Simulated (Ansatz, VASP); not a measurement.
**One calculation of CdS, two programs**

File INCAR:

```
PREC = Accurate ; ENCUT = 520
EDIFF = 1E-7 ; ISMEAR = -1
SIGMA = 0.02 ; LREAL = F
LASPH = T ; NELM = 60
ALGO = Normal ; ISIF = 2
LWAVE = F ; LCHARG = F
GGA = CA ; NBANDS = 26
```

File KPOINTS:

```
Automatic mesh
0
Gamma
  8 8 4
```

Contents of POSCAR:

```
CdS
1.0
    4.1347992034      0.0000000000      0.0000000000
   -2.0673996017      3.5808411497      0.0000000000
    0.0000000000      0.0000000000      6.8839800000
Cd S
2 2
Direct
    0.3333333333      0.6666666667      0.0000000000
    0.6666666667      0.3333333333      0.5000000000
    0.3333333333      0.6666666667      0.3850000000
    0.6666666667      0.3333333333      0.8850000000
```

Input for Ansatz:

```yaml
crystal:
  lattice:
    - [4.1347992034, 0.0, 0.0]
    - [-2.0673996017, 3.5808411497, 0.0]
    - [0.0, 0.0, 6.88398]
  atoms:
    - { symbol: Cd, position: [0.3333333333, 0.6666666667, 0.0] }
    - { symbol: Cd, position: [0.6666666667, 0.3333333333, 0.5] }
    - { symbol: S, position: [0.3333333333, 0.6666666667, 0.385] }
    - { symbol: S, position: [0.6666666667, 0.3333333333, 0.885] }
kpoints:
  mp_grid: { grid: [8, 8, 4] }
  band_path:
    path:
      - [0.0, 0.0, 0.0]
      - [0.5, 0.0, 0.0]
      - [0.3333333333, 0.3333333333, 0.0]
      - [0.0, 0.0, 0.0]
      - [0.0, 0.0, 0.5]
      - [0.5, 0.0, 0.5]
      - [0.3333333333, 0.3333333333, 0.5]
      - [0.0, 0.0, 0.5]
      - [0.5, 0.0, 0.5]
    npoints: 5
scf:
  occupations: { method: fermi_dirac, width: 0.02 }
hamiltonian:
  xc: lda
  pseudopotentials: { kind: all_electron, lapw: { basis_error: 0.001 } }
output:
  forces: true
  stress: true
  eigenvalues: true
```

Change from the starting cell: zz strain of +2 %.

Alike in both runs: task single point; functional LDA; k mesh 8 × 8 × 4; occupations fermi-dirac, width 0.02 eV; no spin polarisation.

|  | VASP | Ansatz |
| --- | --- | --- |
| version | VASP 6.6.1 | Ansatz 0.2.0 |
| potentials or method | VASP PAW LDA potentials, release 64 (Cd, S) | all-electron LAPW, scalar-relativistic |
| plane-wave cutoff (eV) | 520 | see its input |

|  | VASP | Ansatz | Ansatz less VASP |
| --- | --- | --- | --- |
| gap on the k mesh at the Fermi level (eV) | 0.91 | 0.88 | -0.027 |
| pressure (GPa) | -3.2 | -3.6 | -0.36 |
| largest component of the traceless stress (GPa) | 2.16 | 2.05 | -0.106 |
| rms of the force components (eV/Å) | 0.178 | 0.168 | -0.0093 |

Atom by atom the forces differ by 0.009 eV/Å (rms over components). Ansatz ran all-electron here, so the differences hold the error of VASP's frozen core and of both bases.
